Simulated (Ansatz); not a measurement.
# HfN: energy and pressure over a range of volumes

Aim: scale the cell of HfN up and down at fixed shape and fractional positions, and get the equilibrium volume and bulk modulus with LAPW, PAW and all-electron datasets made for the crystal.

Program: Ansatz 0.2.0. Level of theory: DFT PBEsol, scalar-relativistic. These are calculated values, not measurements.

### 1 The system as given

Symmetry: Fm-3m, No. 225, cubic system. The conventional cell has a = 4.518 Å, b = 4.518 Å, c = 4.518 Å, α = 90.00°, β = 90.00°, γ = 90.00°. Hf (site symmetry m-3m) is surrounded by 6 N at 2.26 Å. N (site symmetry m-3m) is surrounded by 6 Hf at 2.26 Å.

Structure file:

```
CELL_PARAMETERS angstrom
0.00000 2.25900 2.25900
2.25900 0.00000 2.25900
2.25900 2.25900 0.00000
ATOMIC_POSITIONS crystal
Hf 0.00000 0.00000 0.00000
N 0.50000 0.50000 0.50000
```

Atoms are numbered in the order of the input: Hf1, N2.

### 2 Volume × 0.96, LAPW

The input, input.yaml:

```yaml
crystal:
  lattice:
    - [0.0, 2.2284692304, 2.2284692304]
    - [2.2284692304, 0.0, 2.2284692304]
    - [2.2284692304, 2.2284692304, 0.0]
  atoms:
    - { symbol: Hf, position: [0.0, 0.0, 0.0] }
    - { symbol: "N", position: [0.5, 0.5, 0.5] }
kpoints:
  mp_grid: { grid: [10, 10, 10] }
  band_path:
    path:
      - [0.0, 0.0, 0.0]
      - [0.5, 0.0, 0.5]
      - [0.625, 0.25, 0.625]
      - [0.375, 0.375, 0.75]
      - [0.0, 0.0, 0.0]
      - [0.5, 0.5, 0.5]
      - [0.5, 0.25, 0.75]
      - [0.5, 0.0, 0.5]
    npoints: 5
scf:
  occupations: { method: fermi_dirac, width: 0.01 }
hamiltonian:
  xc: pbesol
  pseudopotentials: { kind: all_electron, lapw: { basis_error: 0.0005 } }
output:
  forces: true
  stress: true
  eigenvalues: true
```

Started as:

```
> ansatz run input.yaml --threads 1 --pin off --max-ram 3072MiB --backend cpu --events-out ev --progress --plain --runs-dir out
```

### 3 Volume × 0.96, PAW

The input, input.yaml:

```yaml
crystal:
  lattice:
    - [0.0, 2.2284692304, 2.2284692304]
    - [2.2284692304, 0.0, 2.2284692304]
    - [2.2284692304, 2.2284692304, 0.0]
  atoms:
    - { symbol: Hf, position: [0.0, 0.0, 0.0] }
    - { symbol: "N", position: [0.5, 0.5, 0.5] }
kpoints:
  mp_grid: { grid: [10, 10, 10] }
scf:
  occupations: { method: fermi_dirac, width: 0.01 }
hamiltonian:
  xc: pbesol
  pseudopotentials: { kind: paw }
output:
  forces: true
  stress: true
  eigenvalues: true
  efg: { contact_densities: true }
```

### 4 Volume × 0.96, crystal datasets

input.yaml: that of step 3 with these lines changed.

```diff
@@ -14,3 +14,3 @@
   xc: pbesol
-  pseudopotentials: { kind: paw }
+  pseudopotentials: { kind: all_electron, datasets: crystal }
 output:
```

### 5 Volume × 0.99, LAPW

The input, input.yaml:

```yaml
crystal:
  lattice:
    - [0.0, 2.2514447596, 2.2514447596]
    - [2.2514447596, 0.0, 2.2514447596]
    - [2.2514447596, 2.2514447596, 0.0]
  atoms:
    - { symbol: Hf, position: [0.0, 0.0, 0.0] }
    - { symbol: "N", position: [0.5, 0.5, 0.5] }
kpoints:
  mp_grid: { grid: [10, 10, 10] }
  band_path:
    path:
      - [0.0, 0.0, 0.0]
      - [0.5, 0.0, 0.5]
      - [0.625, 0.25, 0.625]
      - [0.375, 0.375, 0.75]
      - [0.0, 0.0, 0.0]
      - [0.5, 0.5, 0.5]
      - [0.5, 0.25, 0.75]
      - [0.5, 0.0, 0.5]
    npoints: 5
scf:
  occupations: { method: fermi_dirac, width: 0.01 }
hamiltonian:
  xc: pbesol
  pseudopotentials: { kind: all_electron, lapw: { basis_error: 0.0005 } }
output:
  forces: true
  stress: true
  eigenvalues: true
```

### 6 Volume × 0.99, PAW

The input, input.yaml:

```yaml
crystal:
  lattice:
    - [0.0, 2.2514447596, 2.2514447596]
    - [2.2514447596, 0.0, 2.2514447596]
    - [2.2514447596, 2.2514447596, 0.0]
  atoms:
    - { symbol: Hf, position: [0.0, 0.0, 0.0] }
    - { symbol: "N", position: [0.5, 0.5, 0.5] }
kpoints:
  mp_grid: { grid: [10, 10, 10] }
scf:
  occupations: { method: fermi_dirac, width: 0.01 }
hamiltonian:
  xc: pbesol
  pseudopotentials: { kind: paw }
output:
  forces: true
  stress: true
  eigenvalues: true
  efg: { contact_densities: true }
```

### 7 Volume × 0.99, crystal datasets

input.yaml: that of step 6 with these lines changed.

```diff
@@ -14,3 +14,3 @@
   xc: pbesol
-  pseudopotentials: { kind: paw }
+  pseudopotentials: { kind: all_electron, datasets: crystal }
 output:
```

### 8 Volume × 1.02, LAPW

The input, input.yaml:

```yaml
crystal:
  lattice:
    - [0.0, 2.2739607009, 2.2739607009]
    - [2.2739607009, 0.0, 2.2739607009]
    - [2.2739607009, 2.2739607009, 0.0]
  atoms:
    - { symbol: Hf, position: [0.0, 0.0, 0.0] }
    - { symbol: "N", position: [0.5, 0.5, 0.5] }
kpoints:
  mp_grid: { grid: [10, 10, 10] }
  band_path:
    path:
      - [0.0, 0.0, 0.0]
      - [0.5, 0.0, 0.5]
      - [0.625, 0.25, 0.625]
      - [0.375, 0.375, 0.75]
      - [0.0, 0.0, 0.0]
      - [0.5, 0.5, 0.5]
      - [0.5, 0.25, 0.75]
      - [0.5, 0.0, 0.5]
    npoints: 5
scf:
  occupations: { method: fermi_dirac, width: 0.01 }
hamiltonian:
  xc: pbesol
  pseudopotentials: { kind: all_electron, lapw: { basis_error: 0.0005 } }
output:
  forces: true
  stress: true
  eigenvalues: true
```

### 9 Volume × 1.02, PAW

The input, input.yaml:

```yaml
crystal:
  lattice:
    - [0.0, 2.2739607009, 2.2739607009]
    - [2.2739607009, 0.0, 2.2739607009]
    - [2.2739607009, 2.2739607009, 0.0]
  atoms:
    - { symbol: Hf, position: [0.0, 0.0, 0.0] }
    - { symbol: "N", position: [0.5, 0.5, 0.5] }
kpoints:
  mp_grid: { grid: [10, 10, 10] }
scf:
  occupations: { method: fermi_dirac, width: 0.01 }
hamiltonian:
  xc: pbesol
  pseudopotentials: { kind: paw }
output:
  forces: true
  stress: true
  eigenvalues: true
  efg: { contact_densities: true }
```

### 10 Volume × 1.02, crystal datasets

input.yaml: that of step 9 with these lines changed.

```diff
@@ -14,3 +14,3 @@
   xc: pbesol
-  pseudopotentials: { kind: paw }
+  pseudopotentials: { kind: all_electron, datasets: crystal }
 output:
```

### 11 Volume × 1.06, LAPW

The input, input.yaml:

```yaml
crystal:
  lattice:
    - [0.0, 2.3033053658, 2.3033053658]
    - [2.3033053658, 0.0, 2.3033053658]
    - [2.3033053658, 2.3033053658, 0.0]
  atoms:
    - { symbol: Hf, position: [0.0, 0.0, 0.0] }
    - { symbol: "N", position: [0.5, 0.5, 0.5] }
kpoints:
  mp_grid: { grid: [10, 10, 10] }
  band_path:
    path:
      - [0.0, 0.0, 0.0]
      - [0.5, 0.0, 0.5]
      - [0.625, 0.25, 0.625]
      - [0.375, 0.375, 0.75]
      - [0.0, 0.0, 0.0]
      - [0.5, 0.5, 0.5]
      - [0.5, 0.25, 0.75]
      - [0.5, 0.0, 0.5]
    npoints: 5
scf:
  occupations: { method: fermi_dirac, width: 0.01 }
hamiltonian:
  xc: pbesol
  pseudopotentials: { kind: all_electron, lapw: { basis_error: 0.0005 } }
output:
  forces: true
  stress: true
  eigenvalues: true
```

### 12 Volume × 1.06, PAW

The input, input.yaml:

```yaml
crystal:
  lattice:
    - [0.0, 2.3033053658, 2.3033053658]
    - [2.3033053658, 0.0, 2.3033053658]
    - [2.3033053658, 2.3033053658, 0.0]
  atoms:
    - { symbol: Hf, position: [0.0, 0.0, 0.0] }
    - { symbol: "N", position: [0.5, 0.5, 0.5] }
kpoints:
  mp_grid: { grid: [10, 10, 10] }
scf:
  occupations: { method: fermi_dirac, width: 0.01 }
hamiltonian:
  xc: pbesol
  pseudopotentials: { kind: paw }
output:
  forces: true
  stress: true
  eigenvalues: true
  efg: { contact_densities: true }
```

### 13 Volume × 1.06, crystal datasets

input.yaml: that of step 12 with these lines changed.

```diff
@@ -14,3 +14,3 @@
   xc: pbesol
-  pseudopotentials: { kind: paw }
+  pseudopotentials: { kind: all_electron, datasets: crystal }
 output:
```

(Steps that only read results are left out.)

**Question.** What will these runs give? Wanted: equilibrium volume; bulk modulus (for each run or level that gives them).

As calculated:

| quantity | value |
| --- | --- |
| equilibrium volume (LAPW) | 11.405 Å³/atom |
| bulk modulus (LAPW) | 284 GPa |
| its pressure derivative (LAPW) | 4.3 |
| equilibrium volume (PAW) | 11.403 Å³/atom |
| bulk modulus (PAW) | 284 GPa |
| its pressure derivative (PAW) | 4.3 |
| equilibrium volume (crystal datasets) | 11.405 Å³/atom |
| bulk modulus (crystal datasets) | 284 GPa |
| its pressure derivative (crystal datasets) | 4.3 |

In words: A third-order Birch-Murnaghan fit to the LAPW pressures puts zero pressure at 11.41 Å³/atom, -1.1 % from the given cell, with a bulk modulus of 284 GPa. PAW's volume lies -0.02 % and its modulus less than 0.1 % from LAPW's. No thermal or zero-point expansion is included. Spin-orbit coupling is left out, though the cell holds Hf; in elements this heavy it can shift bands and gaps by tenths of an eV. HfN has an odd count of electrons, so a run without spin can force a false metal and spoil its energy.
